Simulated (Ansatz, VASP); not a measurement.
**One calculation of Mg, two programs**

The input INCAR:

```
SYSTEM = Mg
PREC     = Accurate       ! precision mode
ENCUT    = 520            ! plane-wave cutoff, eV
EDIFF    = 1E-6           ! SCF threshold, eV
ISMEAR   = -1             ! smearing method
SIGMA    = 0.1            ! smearing width, eV
LREAL    = .FALSE.        ! projectors in reciprocal space
LASPH    = .TRUE.         ! aspherical terms in the spheres
NELM     = 80             ! most SCF steps
ALGO     = Normal         ! electronic algorithm
ISIF     = 2              ! what is computed and relaxed
LWAVE    = .FALSE.        ! write WAVECAR
LCHARG   = .FALSE.        ! write CHGCAR
GGA      = RE             ! functional
NBANDS   = 12             ! bands
```

File KPOINTS:

```
regular mesh
0
G
  13 13 4
  0 0 0
```

Contents of POSCAR:

```
Mg
1.0
    3.2251991901      0.0000000000      0.0000000000
   -1.6125995950      2.7931044309      0.0000000000
    0.0000000000      0.0000000000     10.4916093418
Mg
4
Direct
    1.0000000000      0.0000000000      1.0000000000
    1.0000000000      1.0000000000      0.5000000000
    0.3333333333      0.6666666667      0.2500000000
    0.6666666667      0.3333333333      0.7500000000
```

Input for Ansatz:

```yaml
crystal:
  lattice:
    - [3.2251991901, 0.0, 0.0]
    - [-1.612599595, 2.7931044309, 0.0]
    - [0.0, 0.0, 10.4916093418]
  atoms:
    - { symbol: Mg, position: [1.0, 0.0, 1.0] }
    - { symbol: Mg, position: [1.0, 1.0, 0.5] }
    - { symbol: Mg, position: [0.3333333333, 0.6666666667, 0.25] }
    - { symbol: Mg, position: [0.6666666667, 0.3333333333, 0.75] }
hamiltonian:
  xc: revpbe
  pseudopotentials:
    kind: paw
    azcp:
      Mg: "pseudopotentials/Mg.paw.azcp"
basis:
  ecutwfc: 420
  fft_grid_basis: typed
kpoints:
  mp_grid: { grid: [13, 13, 4], shift: [0, 0, 0] }
magnetization:
  spin_polarized: false
scf:
  occupations: { method: fermi_dirac, width: 0.1 }
  lower_state_search: "off"
output:
  stress: true
  write_density: true
  write_potential: true
  elf: true
  volumetric_format: npy
```

Alike in both runs: task single point; functional revPBE; k mesh 13 × 13 × 4; occupations fermi-dirac, width 0.1 eV; no spin polarisation.

```csv
,VASP,Ansatz
version,VASP 6.6.1,Ansatz 0.2.0
potentials or method,"VASP PAW PBE potentials, release 64 (Mg)","plane waves (420 eV) with PAW, scalar-relativistic"
plane-wave cutoff (eV),520,420
valence electrons in the cell,8,40
```

|  | VASP | Ansatz | Ansatz less VASP |
| --- | --- | --- | --- |
| pressure (GPa) | -0.1 | 0.1 | +0.18 |

The two sets of potentials don't hold the same shells in valence.

Caveats: the PAW data sets were made with another functional, which shifts forces and pressure a little (VASP).
